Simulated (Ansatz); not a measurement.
`FC(F)(F)[SiH2]Cl` + CH₃NH₂ → `CN[SiH2]Cl` + trifluoromethane at 600 K and 1 bar (ligand exchange at the Si–C bond).

Computed with Ansatz on PBE0-D4/def2-TZVP structures; ΔE is electronic, products minus reactants. CBS: MP2 limit from def2 TZ/QZ plus the TZ coupled-cluster correction, frozen cores. This one scheme is used for every species. One conformer a species, not always the lowest.

```json
{"species": "`FC(F)(F)[SiH2]Cl`", "CCSD(T)/CBS energy (Eh)": "-1087.52884", "H − E (kJ/mol)": "145.4", "S (J/(mol·K))": "442.1"}
{"species": "CH₃NH₂", "CCSD(T)/CBS energy (Eh)": "-95.75281", "H − E (kJ/mol)": "199.3", "S (J/(mol·K))": "283.8"}
{"species": "`CN[SiH2]Cl`", "CCSD(T)/CBS energy (Eh)": "-845.29269", "H − E (kJ/mol)": "248.4", "S (J/(mol·K))": "411.7"}
{"species": "`FC(F)F`", "CCSD(T)/CBS energy (Eh)": "-338.02896", "H − E (kJ/mol)": "97.7", "S (J/(mol·K))": "303.2"}
```

H − E and S are ideal-gas, rigid-rotor, harmonic terms from PBE0-D4/def2-TZVP, for one conformer and one mirror image of each species. 1 Eh = 2625.50 kJ/mol, R = 8.31446 J/(mol·K).

Task: By hand: ΔE, ΔH, ΔS and ΔG.

Result: ΔE = (-845.29269) + (-338.02896) − (-1087.52884) − (-95.75281) = -0.04000 Eh = -105.0 kJ/mol. Δ(H − E) = 248.4 + 97.7 − 145.4 − 199.3 = 1.4, so ΔH = -103.6 kJ/mol. ΔS = 411.7 + 303.2 − 442.1 − 283.8 = -11.0 J/(mol·K). ΔG = -103.6 − 600 × (-11.0)/1000 = -97.0 kJ/mol.

Task: By hand: the equilibrium constant, and the temperature at which ΔG would vanish if ΔH and ΔS stayed fixed.

Result: log₁₀ K = −ΔG/(RT ln 10) = 8.4. ΔG = 0 at ΔH/ΔS = 9418 K, far beyond where these terms or the molecules hold.

The number of gas molecules stays the same, so ΔS is small and ΔH decides. A doubt of 5 kJ/mol in ΔE shifts log₁₀ K by 0.4 here. Other conformers and mirror images would add mixing entropy, several J/(mol·K) or more a flexible species. Modes under 60 cm⁻¹, often nearly free rotors, make the harmonic entropy too high. These are equilibria of isolated gas molecules and say nothing of rates. Largest T1 diagnostic: 0.012 (customary marks: 0.02 for closed shells, 0.045 for open ones).
